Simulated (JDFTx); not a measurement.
TiCo:

```xyz
2
Lattice="2.9861 0.0000 0.0000 0.0000 2.9861 0.0000 0.0000 0.0000 2.9861" Properties=species:S:1:pos:R:3 pbc="T T T"
Co    1.4931    1.4931    1.4931
Ti    0.0000    0.0000    0.0000
```

The cell comes from a database or a generator and needn't be the stable form of this composition.

Base run:

- Program: JDFTx 1.7.0 (patched build)
- Functional: PBE
- Potentials or basis: PseudoDojo-SR-PBE-0.5-standard with smoothed tails
- Cutoff: 1306 eV
- Density cutoff: 10449 eV
- k mesh: 9 × 9 × 9
- Occupations: fermi-dirac, width 0.05 eV
- Spin: collinear spin, ferromagnetic start
- Starting moments: [2.0, 1.0] μB
- Hubbard terms: Co d U = 6 eV, Ti d U = 6 eV

Its results: band gap on the k mesh none (metal or under the smearing width); pressure 39.0 GPa; net moment -0.62 μB per cell; site moments Co +1.98; Ti -2.42 μB.

Problem. The run is repeated on the same cell with these changes: hubbard terms from Co d U = 6 eV, Ti d U = 6 eV to Co d U = 8 eV, Ti d U = 8 eV. What comes out?

Solution. Band gap on the k mesh none (metal or under the smearing width); pressure 84.0 GPa; net moment 4.62 μB per cell; site moments Co +1.88; Ti +2.63 μB.

Caveats: a pressure of tens of GPa on the cell as given is suspect, and the run, the potentials or the cell itself is likely at fault; the U is typed as a test and isn't derived for this compound.
